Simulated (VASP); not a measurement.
A calculation with VASP 6.6.1 of MgB2 (ASE script, structure typed inline):

File run.py:

```python
from ase import Atoms
from ase.calculators.vasp import Vasp
from ase.dft.bandgap import bandgap

atoms = Atoms(
    ['Mg', 'B', 'B'],
    cell=[[3.085, 0.0, 0.0], [-1.5425, 2.6716883707, 0.0], [0.0, 0.0, 3.523]],
    scaled_positions=[[0.0, 0.0, 0.0], [0.6666666667, 0.3333333333, 0.5], [0.3333333333, 0.6666666667, 0.5]],
    pbc=True,
)
calc = Vasp(
    directory='calc',
    xc='pbe',
    pp='PBE',
    setups='minimal',
    prec='Accurate',
    encut=500,
    ediff=1e-06,
    ismear=0,
    sigma=0.1,
    lreal=False,
    lasph=True,
    nelm=80,
    algo='Fast',
    isif=2,
    lwave=False,
    lcharg=True,
    lelf=True,
    lvhar=True,
    kpts=[10, 10, 8],
    gamma=True,
)
atoms.calc = calc

print('energy (eV):', atoms.get_potential_energy())
print('free energy (eV):', atoms.get_potential_energy(force_consistent=True))
print('forces (eV/A):')
print(atoms.get_forces())
print('stress (eV/A^3, Voigt):', atoms.get_stress())
print('Fermi level (eV):', calc.get_fermi_level())
gap, top, bottom = bandgap(calc)
print('band gap (eV):', gap, 'from (spin, k, band)', top, 'to', bottom)
```

Potentials or basis: VASP PAW PBE potentials, release 64 (Mg, B).

The run is started by

```console
$ python run.py
```

Write the same calculation in another form: native input, structure from a POSCAR.

As run:

Contents of INCAR:

```
PREC = Accurate ; ENCUT = 500
EDIFF = 1E-7 ; ISMEAR = 0
SIGMA = 0.1 ; LREAL = False
LASPH = True ; NELM = 60
ALGO = Normal ; ISIF = 2
LWAVE = False ; LCHARG = False
GGA = PE ; NBANDS = 11
```

The input KPOINTS:

```
regular mesh
0
Gamma
  10 10 8
```

POSCAR

```
MgB2
1.0
    3.0850000000      0.0000000000      0.0000000000
   -1.5425000000      2.6716883707      0.0000000000
    0.0000000000      0.0000000000      3.5230000000
Mg B
1 2
Direct
    0.0000000000      0.0000000000      0.0000000000
    0.6666666667      0.3333333333      0.5000000000
    0.3333333333      0.6666666667      0.5000000000
```

Potentials or basis: VASP PAW PBE potentials, release 64 (Mg, B).

Run with:

```console
$ cat potpaw_PBE.64/Mg/POTCAR potpaw_PBE.64/B/POTCAR > POTCAR
$ mpirun -np 1 vasp_std > vasp.out
```

Both were run:

|  | ASE script, structure typed inline | native input, structure from a POSCAR |
| --- | --- | --- |
| Pressure | -1.1 GPa | -1.1 GPa |
| Band gap on the k mesh | none (metal or under the smearing width) | none (metal or under the smearing width) |

Keys that steer only the numerical path or the files written may differ.
